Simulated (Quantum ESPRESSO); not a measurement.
# In2Se2, 1 layer: a series in biaxial strain, part 3 of 7

Wanted: a table for In2Se2, 1 layer against biaxial strain, and what can be fitted to it.

Quantum ESPRESSO 7.5; plane-wave DFT, PBE, GBRV ultrasoft pseudopotentials.

So far. Step 2 (Relaxing cell and ions of the reference):  The last row is no step: it is a fresh SCF in the final cell with a new plane-wave basis, +1 meV from the row before. Step 3 (Relaxing the ions, -4 %): The relaxation lowers the energy by 14 meV an atom.

## Step 4: Ground state, -4 %

The self-consistent run of this member.

Input file m0.scf.in:

```
&control
  prefix = 'm0.scf'
  outdir = './out'
  pseudo_dir = './pseudo'
  calculation = 'scf'
  tprnfor = .true.
/
&system
  ibrav = 0
  nat = 4
  ntyp = 2
  ecutwfc = 40
  ecutrho = 200
  occupations = 'smearing'
  smearing = 'fd'
  degauss = 0.002
  nbnd = 23
/
&electrons
  conv_thr = 1e-09
  mixing_beta = 0.4
  electron_maxstep = 120
  mixing_mode = 'plain'
/
ATOMIC_SPECIES
  Se  78.9710  se_pbe_v1.uspp.F.UPF
  In  114.8180  in_pbe_v1.4.uspp.F.UPF
CELL_PARAMETERS angstrom
  3.91742134560000 0.00000000000000 0.00000000000000
  -1.95871067328000 3.39258640224000 0.00000000000000
  0.00000000000000 0.00000000000000 20.14290946400000
ATOMIC_POSITIONS crystal
  Se  0.333333333300 0.666666666700 0.362412079200
  In  0.000000000000 0.000000000000 0.430207639600
  In  0.000000000000 0.000000000000 0.569792360400
  Se  0.333333333300 0.666666666700 0.637587920800
K_POINTS automatic
  12 12 1 0 0 0
```

On the command line:

```console
$ OMP_NUM_THREADS=1 mpirun -n 4 pw.x -nk 4 -in m0.scf.in > m0.scf.out
```

Output:

```text
[banner, memory and clock lines left out]
Program PWSCF v.7.5 starts
[citation notice left out]

[...]
Message from routine setup:
[...]
bravais-lattice index     =            0
     lattice parameter (alat)  =       7.4029  a.u.
     unit-cell volume          =    1806.5501 (a.u.)^3
     number of atoms/cell      =            4
     number of atomic types    =            2
     number of electrons       =        38.00
     number of Kohn-Sham states=           23
     kinetic-energy cutoff     =      40.0000  Ry
     charge density cutoff     =     200.0000  Ry
     scf convergence threshold =      1.0E-09
     mixing beta               =       0.4000
     number of iterations used =            8  plain     mixing
     Exchange-correlation=  SLA  PW   PBX  PBC
                           (   1   4   3   4   0   0   0)

[...]
PseudoPot. # 1 for Se read from file:
     ./pseudo/se_pbe_v1.uspp.F.UPF
     Pseudo is Ultrasoft + core correction, Zval =  6.0
     Generated by new atomic code, or converted to UPF format
     Using radial grid of  877 points,  6 beta functions with:
                l(1) =   0
                l(2) =   0
                l(3) =   1
                l(4) =   1
                l(5) =   2
                l(6) =   2
     Q(r) pseudized with  8 coefficients,  rinner =    1.300   1.300   1.300
                                                       1.300   1.300

     PseudoPot. # 2 for In read from file:
     ./pseudo/in_pbe_v1.4.uspp.F.UPF
     Pseudo is Ultrasoft + core correction, Zval = 13.0
     Generated by new atomic code, or converted to UPF format
     Using radial grid of  889 points,  6 beta functions with:
                l(1) =   0
                l(2) =   0
                l(3) =   1
                l(4) =   1
                l(5) =   2
                l(6) =   2
     Q(r) pseudized with  6 coefficients,  rinner =    1.400   1.400   1.400
                                                       1.400   1.400

     atomic species   valence    mass     pseudopotential
     Se                6.00    78.97100     Se( 1.00)
     In               13.00   114.81800     In( 1.00)

     12 Sym. Ops. (no inversion) found

[...]
number of k points=    19  Fermi-Dirac smearing, width (Ry)=  0.0020
[...]
Dense  grid:    86319 G-vectors     FFT dimensions: (  36,  36, 180)

     Smooth grid:    61719 G-vectors     FFT dimensions: (  30,  30, 160)

     Initial potential from superposition of free atoms

     starting charge      34.9999, renormalised to      38.0000

     negative rho (up, down):  2.817E-04 0.000E+00
     Starting wfcs are   26 randomized atomic wfcs

     per-process dynamical memory:    74.4 Mb

     Self-consistent Calculation

     iteration #  1     ecut=    40.00 Ry     beta= 0.40
     Davidson diagonalization with overlap
     ethr =  1.00E-02,  avg # of iterations =  2.8

     negative rho (up, down):  2.119E-04 0.000E+00

     total energy              =    -353.41648577 Ry
     estimated scf accuracy    <       4.16533236 Ry

     iteration #  2     ecut=    40.00 Ry     beta= 0.40
[...]
negative rho (up, down):  2.221E-04 0.000E+00

[...]
total energy              =    -354.22563737 Ry
     estimated scf accuracy    <       0.24549726 Ry

     iteration #  3     ecut=    40.00 Ry     beta= 0.40
[...]
negative rho (up, down):  2.559E-04 0.000E+00

[...]
total energy              =    -354.27875307 Ry
     estimated scf accuracy    <       0.17589678 Ry

     iteration #  4     ecut=    40.00 Ry     beta= 0.40
[...]
negative rho (up, down):  3.067E-04 0.000E+00

[...]
total energy              =    -354.30179209 Ry
     estimated scf accuracy    <       0.00834364 Ry

     iteration #  5     ecut=    40.00 Ry     beta= 0.40
[...]
negative rho (up, down):  2.932E-04 0.000E+00

[...]
total energy              =    -354.30253396 Ry
     estimated scf accuracy    <       0.00058239 Ry

     iteration #  6     ecut=    40.00 Ry     beta= 0.40
[...]
negative rho (up, down):  2.920E-04 0.000E+00

[...]
total energy              =    -354.30266363 Ry
     estimated scf accuracy    <       0.00003800 Ry

[...]
iteration #  9     ecut=    40.00 Ry     beta= 0.40
[...]
negative rho (up, down):  2.900E-04 0.000E+00

[...]
total energy              =    -354.30268269 Ry
     estimated scf accuracy    <       0.00000003 Ry

     iteration # 10     ecut=    40.00 Ry     beta= 0.40
[...]
negative rho (up, down):  2.904E-04 0.000E+00

[...]
total energy              =    -354.30268273 Ry
     estimated scf accuracy    <          8.0E-09 Ry

     iteration # 11     ecut=    40.00 Ry     beta= 0.40
[...]
negative rho (up, down):  2.908E-04 0.000E+00

[...]
total energy              =    -354.30268274 Ry
     estimated scf accuracy    <          1.3E-09 Ry

     iteration # 12     ecut=    40.00 Ry     beta= 0.40
[...]
negative rho (up, down):  2.914E-04 0.000E+00

[...]
End of self-consistent calculation

          k = 0.0000 0.0000 0.0000 (  7715 PWs)   bands (ev):

   -14.9501 -14.7816 -14.7816 -14.7089 -14.7089 -14.6927 -14.6927 -14.5189
   -14.5189 -14.4888 -13.5961 -13.4768  -6.5330  -4.2860  -1.2701  -1.1683
    -1.1683  -1.1043  -1.1043   0.8996   2.2413   4.4918   4.4918

          k = 0.0000 0.0962 0.0000 (  7743 PWs)   bands (ev):

   -14.9496 -14.8111 -14.7797 -14.7381 -14.7030 -14.6949 -14.6892 -14.5440
   -14.5197 -14.4608 -13.5145 -13.3978  -6.4836  -4.2836  -1.6226  -1.5470
    -1.2608  -1.2187  -1.1871   1.2488   2.6569   4.0038   4.5448

[...]
the Fermi energy is    -0.1714 ev

!    total energy              =    -354.30268274 Ry
     estimated scf accuracy    <          2.2E-11 Ry
     smearing contrib. (-TS)   =      -0.00000000 Ry
     internal energy E=F+TS    =    -354.30268274 Ry

     The total energy is F=E-TS. E is the sum of the following terms:
     one-electron contribution =   -1144.65434421 Ry
     hartree contribution      =     587.92327968 Ry
     xc contribution           =    -135.01371859 Ry
     ewald contribution        =     337.44210038 Ry

     convergence has been achieved in  12 iterations

     negative rho (up, down):  2.914E-04 0.000E+00

     Forces acting on atoms (cartesian axes, Ry/au):

     atom    1 type  1   force =     0.00000000    0.00000000    0.00018048
     atom    2 type  2   force =     0.00000000    0.00000000   -0.00022189
     atom    3 type  2   force =     0.00000000    0.00000000    0.00022189
     atom    4 type  1   force =     0.00000000   -0.00000000   -0.00018048

     Total force =     0.000404     Total SCF correction =     0.000016

[...]
```

It took 29 s on 4 MPI ranks of Arm Neoverse V1, shared host; peak memory 0.53 GiB; 1.9 min of CPU time.

Numbers from this step:

- free energy: -4820.5336 eV
- Fermi energy: -0.1714 eV
- valence top, on the run's zero: -1.104 eV
- conduction bottom, on the run's zero: 0.8996 eV
- gap by band count: 2.004 eV

## Step 5: Potential by pp.x, -4 %

plot_num = 11 writes the bare and Hartree potential, from which vacuum levels or, in a crystal, the mean potential are read.

Input file m0.pot.in:

```
&inputpp
  prefix = 'm0.scf'
  outdir = './out'
  filplot = 'm0.pot.dat'
  plot_num = 11
/
```

On the command line:

```console
$ OMP_NUM_THREADS=1 mpirun -n 4 pp.x -in m0.pot.in > m0.pot.out
```

Output:

```text
[banner, memory and clock lines left out]
Program POST-PROC v.7.5 starts

          URL

     ./out/m0.scf.save/

     IMPORTANT: XC functional enforced from input :
     Exchange-correlation= PBE
                           (   1   4   3   4   0   0   0)
     Any further DFT definition will be discarded
     Please, verify this is what you really want

     negative rho (up, down):  2.914E-04 0.000E+00

     Calling punch_plot, plot_num =  11
     Writing data to file  m0.pot.dat
     Message from routine chdens:
     namelist plot not found or invalid, exiting
```

Elapsed: 1.1 s, on 4 MPI ranks; peak memory 0.1 GiB.

This step gave:

| Property | Result |
| --- | --- |
| slope of the potential above | 7.92e-5 eV/Å |
| upper vacuum line continued to the top atoms, over the valence top | 6.103 eV |
| slope of the potential below | -5.99e-5 eV/Å |
| lower vacuum line continued to the bottom atoms, over the valence top | 6.103 eV |
| vacuum level at the upper face over the valence top of the mesh | 6.104 eV |
| vacuum level at the lower face over the valence top of the mesh | 6.104 eV |

Electrostatic potential energy of an electron; zero at the highest filled level of the SCF mesh. Potential energy, planar mean against z:

z (Å), potential energy, planar mean (eV) and a bar from the least value:
```
      0.0        6.1 ##############################
      0.5        6.1 ##############################
      1.0        6.1 ##############################
      1.5        6.1 ##############################
      2.0        6.1 ##############################
      2.5        6.1 ##############################
      3.0        6.1 ##############################
      3.5        6.1 ##############################
      4.0        6.1 ##############################
      4.5        6.1 ##############################
      5.0        6.1 ##############################
      5.5        5.9 ##############################
      6.0        5.3 ############################
      6.5        2.4 #######################
      7.0       -6.5 ######
      7.5       -9.5 
      8.0       -6.4 ######
      8.5       -9.4 #
      9.0       -7.4 ####
      9.5       -0.2 ##################
     10.0        3.1 ########################
     10.5        1.4 #####################
     11.0       -5.5 ########
     11.5       -9.6 
     12.0       -7.0 #####
     12.5       -8.3 ###
     13.0       -8.8 ##
     13.5        0.5 ###################
     14.0        4.8 ############################
     14.5        5.8 #############################
     15.0        6.0 ##############################
     15.5        6.1 ##############################
     16.0        6.1 ##############################
     16.5        6.1 ##############################
     17.0        6.1 ##############################
     17.5        6.1 ##############################
     18.0        6.1 ##############################
     18.5        6.1 ##############################
     19.0        6.1 ##############################
     19.5        6.1 ##############################
     20.0        6.1 ##############################
```

[end of part 3 of 7]

[Logs are printed without paths, hosts, clocks, repeated set-up lines and the standing remarks that a program may print on its own settings, such as how far it seeks lower states.]

[Hosts, paths, dates, database ids (printed as entryN), source tags and the programs' standing remarks are cut or masked in the printed files.]

[Maps of the electrostatic potential energy from Ansatz leave out the sawtooth potential of an applied field or a dipole correction, so their vacuum need not be flat; planar profiles and work functions include it.]
